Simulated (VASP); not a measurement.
# Pt (Fm-3m) in VASP: notebook, part 2 of 2

VASP 6.6.1.

## Step 4: Band structure, rev-vdW-DF2

This run uses another cell than the first one, of 15.40 Å³/atom, 1.041 times its volume.

The input, INCAR:

```
PREC = Accurate
ENCUT = 520
EDIFF = 1E-6
ISMEAR = 1
SIGMA = 0.1
LREAL = F
LASPH = T
NELM = 80
ALGO = Normal
ISIF = 2
LWAVE = F
LCHARG = F
LMAXMIX = 4
GGA = MK
LUSE_VDW = T
AGGAC = 0.0
PARAM1 = 0.1234
PARAM2 = 0.711357
ZAB_VDW = -1.8867
NBANDS = 11
ICORELEVEL = 1
```

The input, KPOINTS:

```
regular mesh
0
Gamma
  16 16 16
```

The input, POSCAR:

```
Pt                                      
1.0
    0.0000000000      1.9746256665      1.9746256665
    1.9746256665      0.0000000000      1.9746256665
    1.9746256665      1.9746256665      0.0000000000
  Pt            
     1
Direct
     0.0000000000000000    0.0000000000000000    0.0000000000000000
```

The input, KPOINTS_OPT:

```
explicit points
106
Reciprocal
 0.0000000000  0.0000000000  0.0000000000 1
 0.0555555556  0.0000000000  0.0555555556 1
 0.1111111111  0.0000000000  0.1111111111 1
 0.1666666667  0.0000000000  0.1666666667 1
 0.2222222222  0.0000000000  0.2222222222 1
 0.2777777778  0.0000000000  0.2777777778 1
 0.3333333333  0.0000000000  0.3333333333 1
 0.3888888889  0.0000000000  0.3888888889 1
 0.4444444444  0.0000000000  0.4444444444 1
 0.5000000000  0.0000000000  0.5000000000 1
 0.5000000000  0.0000000000  0.5000000000 1
 0.5000000000  0.0277777778  0.5277777778 1
 0.5000000000  0.0555555556  0.5555555556 1
 0.5000000000  0.0833333333  0.5833333333 1
 0.5000000000  0.1111111111  0.6111111111 1
 0.5000000000  0.1388888889  0.6388888889 1
 0.5000000000  0.1666666667  0.6666666667 1
 0.5000000000  0.1944444444  0.6944444444 1
 0.5000000000  0.2222222222  0.7222222222 1
 0.5000000000  0.2500000000  0.7500000000 1
 0.5000000000  0.2500000000  0.7500000000 1
 0.4861111111  0.2638888889  0.7500000000 1
 0.4722222222  0.2777777778  0.7500000000 1
 0.4583333333  0.2916666667  0.7500000000 1
 0.4444444444  0.3055555556  0.7500000000 1
 0.4305555556  0.3194444444  0.7500000000 1
 0.4166666667  0.3333333333  0.7500000000 1
 0.4027777778  0.3472222222  0.7500000000 1
 0.3888888889  0.3611111111  0.7500000000 1
 0.3750000000  0.3750000000  0.7500000000 1
 0.3750000000  0.3750000000  0.7500000000 1
 0.3333333333  0.3333333333  0.6666666667 1
 0.2916666667  0.2916666667  0.5833333333 1
 0.2500000000  0.2500000000  0.5000000000 1
 0.2083333333  0.2083333333  0.4166666667 1
 0.1666666667  0.1666666667  0.3333333333 1
 0.1250000000  0.1250000000  0.2500000000 1
 0.0833333333  0.0833333333  0.1666666667 1
 0.0416666667  0.0416666667  0.0833333333 1
 0.0000000000  0.0000000000  0.0000000000 1
 0.0000000000  0.0000000000  0.0000000000 1
 0.0555555556  0.0555555556  0.0555555556 1
 0.1111111111  0.1111111111  0.1111111111 1
 0.1666666667  0.1666666667  0.1666666667 1
 0.2222222222  0.2222222222  0.2222222222 1
 0.2777777778  0.2777777778  0.2777777778 1
 0.3333333333  0.3333333333  0.3333333333 1
 0.3888888889  0.3888888889  0.3888888889 1
 0.4444444444  0.4444444444  0.4444444444 1
 0.5000000000  0.5000000000  0.5000000000 1
 0.5000000000  0.5000000000  0.5000000000 1
 0.5138888889  0.4722222222  0.5138888889 1
 0.5277777778  0.4444444444  0.5277777778 1
 0.5416666667  0.4166666667  0.5416666667 1
 0.5555555556  0.3888888889  0.5555555556 1
 0.5694444444  0.3611111111  0.5694444444 1
 0.5833333333  0.3333333333  0.5833333333 1
 0.5972222222  0.3055555556  0.5972222222 1
 0.6111111111  0.2777777778  0.6111111111 1
 0.6250000000  0.2500000000  0.6250000000 1
 0.6250000000  0.2500000000  0.6250000000 1
 0.6111111111  0.2500000000  0.6388888889 1
 0.5972222222  0.2500000000  0.6527777778 1
 0.5833333333  0.2500000000  0.6666666667 1
 0.5694444444  0.2500000000  0.6805555556 1
 0.5555555556  0.2500000000  0.6944444444 1
 0.5416666667  0.2500000000  0.7083333333 1
 0.5277777778  0.2500000000  0.7222222222 1
 0.5138888889  0.2500000000  0.7361111111 1
 0.5000000000  0.2500000000  0.7500000000 1
 0.5000000000  0.2500000000  0.7500000000 1
 0.5000000000  0.2777777778  0.7222222222 1
 0.5000000000  0.3055555556  0.6944444444 1
 0.5000000000  0.3333333333  0.6666666667 1
 0.5000000000  0.3611111111  0.6388888889 1
 0.5000000000  0.3888888889  0.6111111111 1
 0.5000000000  0.4166666667  0.5833333333 1
 0.5000000000  0.4444444444  0.5555555556 1
 0.5000000000  0.4722222222  0.5277777778 1
 0.5000000000  0.5000000000  0.5000000000 1
 0.5000000000  0.5000000000  0.5000000000 1
 0.4861111111  0.4861111111  0.5277777778 1
 0.4722222222  0.4722222222  0.5555555556 1
 0.4583333333  0.4583333333  0.5833333333 1
 0.4444444444  0.4444444444  0.6111111111 1
 0.4305555556  0.4305555556  0.6388888889 1
 0.4166666667  0.4166666667  0.6666666667 1
 0.4027777778  0.4027777778  0.6944444444 1
 0.3888888889  0.3888888889  0.7222222222 1
 0.3750000000  0.3750000000  0.7500000000 1
 0.6250000000  0.2500000000  0.6250000000 1
 0.6111111111  0.2222222222  0.6111111111 1
 0.5972222222  0.1944444444  0.5972222222 1
 0.5833333333  0.1666666667  0.5833333333 1
 0.5694444444  0.1388888889  0.5694444444 1
 0.5555555556  0.1111111111  0.5555555556 1
 0.5416666667  0.0833333333  0.5416666667 1
 0.5277777778  0.0555555556  0.5277777778 1
 0.5138888889  0.0277777778  0.5138888889 1
 0.5000000000  0.0000000000  0.5000000000 1
 0.0000000000  0.0000000000  0.0000000000 1
 0.3750000000  0.3750000000  0.7500000000 1
 0.5000000000  0.5000000000  0.5000000000 1
 0.6250000000  0.2500000000  0.6250000000 1
 0.5000000000  0.2500000000  0.7500000000 1
 0.5000000000  0.0000000000  0.5000000000 1
```

Started as:

```bash
cat potpaw_PBE.64/Pt/POTCAR > POTCAR
mpirun -np 1 vasp_std > vasp.out
```

Wall time 38 s (1 thread of Intel Xeon Platinum 8259CL at 2.50GHz (Skylake/Cascade Lake), shared host); peak memory 0.27 GiB.

It converged, with:

* Free energy: -4.0461 eV
* Pressure: -0.1 GPa
* Band gap along the path: none (metal or under the smearing width)

Levels at the corners of the path, in eV from the Fermi level:
```csv
point,band 3,band 4,band 5,band 6,band 7,band 8
Γ,-3.64,-3.64,-1.56,-1.56,14.86,19.62
X,0.03,0.49,0.49,1.89,8.62,11.36
X,0.03,0.49,0.49,1.89,8.62,11.36
W,-4.37,-1.91,0.50,6.94,8.22,8.22
W,-4.37,-1.91,0.50,6.94,8.22,8.22
K,-2.72,-1.25,-0.15,5.65,6.67,9.97
K,-2.72,-1.25,-0.15,5.65,6.67,9.97
Γ,-3.64,-3.64,-1.56,-1.56,14.86,19.62
Γ,-3.64,-3.64,-1.56,-1.56,14.86,19.62
L,-3.70,-0.32,0.06,0.06,5.67,14.41
L,-3.70,-0.32,0.06,0.06,5.67,14.41
U,-2.72,-1.25,-0.15,5.65,6.67,9.97
U,-2.72,-1.25,-0.15,5.65,6.67,9.97
W,-4.37,-1.91,0.50,6.94,8.22,8.22
W,-4.37,-1.91,0.50,6.94,8.22,8.22
L,-3.70,-0.32,0.06,0.06,5.67,14.41
L,-3.70,-0.32,0.06,0.06,5.67,14.41
K,-2.72,-1.25,-0.15,5.65,6.67,9.97
U,-2.72,-1.25,-0.15,5.65,6.67,9.97
X,0.03,0.49,0.49,1.89,8.62,11.36
```

Core levels (eV, on the scale of the bands):
| atom | levels |
| --- | --- |
| 1 Pt | 1s -78387.3, 2s -13756.9, 2p -11917.2, 3s -3220.8, 3p -2685.3, 3d -2105.7, 4s -681.1, 4p -505.5, 4d -292.6, 4f -56.0, 5s -87.5, 5p -41.6 |

Caveat: the PAW data sets were made with another functional, which shifts forces and pressure a little; spin-orbit coupling is left out, which moves the levels of the heavy elements.

## Step 5: Band structure, PBEsol

This run uses another cell than the first one, of 15.01 Å³/atom, 1.015 times its volume.

The input, INCAR:

```
PREC = Accurate ; ENCUT = 520
EDIFF = 1E-6 ; ISMEAR = 1
SIGMA = 0.1 ; LREAL = False
LASPH = True ; NELM = 80
ALGO = Fast ; ISIF = 2
LWAVE = False ; LCHARG = False
LMAXMIX = 4 ; GGA = PS
NBANDS = 11 ; ICORELEVEL = 1
```

KPOINTS is that of step 4.

The input, POSCAR:

```
Pt                                      
1.0
    0.0000000000      1.9579378774      1.9579378774
    1.9579378774      0.0000000000      1.9579378774
    1.9579378774      1.9579378774      0.0000000000
  Pt            
     1
Direct
     0.0000000000000000    0.0000000000000000    0.0000000000000000
```

KPOINTS_OPT is that of step 4.

Started as:

```bash
cat potpaw_PBE.64/Pt/POTCAR > POTCAR
mpirun -np 1 vasp_std > vasp.out
```

Run time: 33 s. Hardware: 1 thread of Intel Xeon Platinum 8488C (Sapphire Rapids), shared host; peak memory 0.16 GiB.

The run converged. Its results:

```yaml
Free_energy: -6.9619 eV
Pressure: -0.1 GPa
Band_gap_along_the_path: none (metal or under the smearing width)
```

Levels at the corners of the path, in eV from the Fermi level:
```csv
point,band 1,band 2,band 3,band 4,band 5,band 6,band 7,band 8,band 9,band 10
Γ,-10.32,-3.81,-3.81,-3.81,-1.62,-1.62,14.64,19.62,19.62,19.62
X,-7.14,-6.67,0.04,0.52,0.52,1.73,8.90,11.38,11.38,20.18
X,-7.14,-6.67,0.04,0.52,0.52,1.73,8.90,11.38,11.38,20.18
W,-5.71,-4.59,-4.59,-2.01,0.52,7.12,8.28,8.28,12.08,24.61
W,-5.71,-4.59,-4.59,-2.01,0.52,7.12,8.28,8.28,12.08,24.61
K,-6.32,-5.52,-2.89,-1.31,-0.16,5.72,6.73,10.14,14.69,20.07
K,-6.32,-5.52,-2.89,-1.31,-0.16,5.72,6.73,10.14,14.69,20.07
Γ,-10.32,-3.81,-3.81,-3.81,-1.62,-1.62,14.64,19.62,19.62,19.62
Γ,-10.32,-3.81,-3.81,-3.81,-1.62,-1.62,14.64,19.62,19.62,19.62
L,-7.40,-3.87,-3.87,-0.54,0.07,0.07,5.86,14.19,19.00,19.00
L,-7.40,-3.87,-3.87,-0.54,0.07,0.07,5.86,14.19,19.00,19.00
U,-6.32,-5.52,-2.89,-1.31,-0.16,5.72,6.73,10.14,14.69,20.07
U,-6.32,-5.52,-2.89,-1.31,-0.16,5.72,6.73,10.14,14.69,20.07
W,-5.71,-4.59,-4.59,-2.01,0.52,7.12,8.28,8.28,12.08,24.61
W,-5.71,-4.59,-4.59,-2.01,0.52,7.12,8.28,8.28,12.08,24.61
L,-7.40,-3.87,-3.87,-0.54,0.07,0.07,5.86,14.19,19.00,19.00
L,-7.40,-3.87,-3.87,-0.54,0.07,0.07,5.86,14.19,19.00,19.00
K,-6.32,-5.52,-2.89,-1.31,-0.16,5.72,6.73,10.14,14.69,20.07
U,-6.32,-5.52,-2.89,-1.31,-0.16,5.72,6.73,10.14,14.69,20.07
X,-7.14,-6.67,0.04,0.52,0.52,1.73,8.90,11.38,11.38,20.18
```

Core levels (eV, on the scale of the bands):
| atom | levels |
| --- | --- |
| 1 Pt | 1s -78387.3, 2s -13756.9, 2p -11917.2, 3s -3220.8, 3p -2685.3, 3d -2105.6, 4s -681.1, 4p -505.5, 4d -292.6, 4f -56.0, 5s -87.5, 5p -41.6 |

Caveat: the PAW data sets were made with another functional, which shifts forces and pressure a little; spin-orbit coupling is left out, which moves the levels of the heavy elements.

## Step 6: Summary

| level | potentials or basis | cell | pressure (GPa) |
| --- | --- | --- | --- |
| LDA | VASP PAW LDA potentials, release 64 (Pt) | Fm-3m, 14.79 Å³/atom | -0.1 |
| PBE | VASP PAW PBE potentials, release 64 (Pt) | Fm-3m, 15.61 Å³/atom | -0.1 |
| rev-vdW-DF2 | VASP PAW PBE potentials, release 64 (Pt) | Fm-3m, 15.4 Å³/atom | -0.1 |
| PBEsol | VASP PAW PBE potentials, release 64 (Pt) | Fm-3m, 15.01 Å³/atom | -0.1 |

Alike in all rows: task band structure; no spin polarisation; k mesh 16 × 16 × 16; cutoff (eV) 520; smearing methfessel-paxton 0.1 eV.

Caveats: spin-orbit coupling is left out, which moves the levels of the heavy elements; the PAW data sets were made with another functional, which shifts forces and pressure a little (some runs).

Total energies depend on the potentials used, so only differences within one code and one set of settings carry meaning.
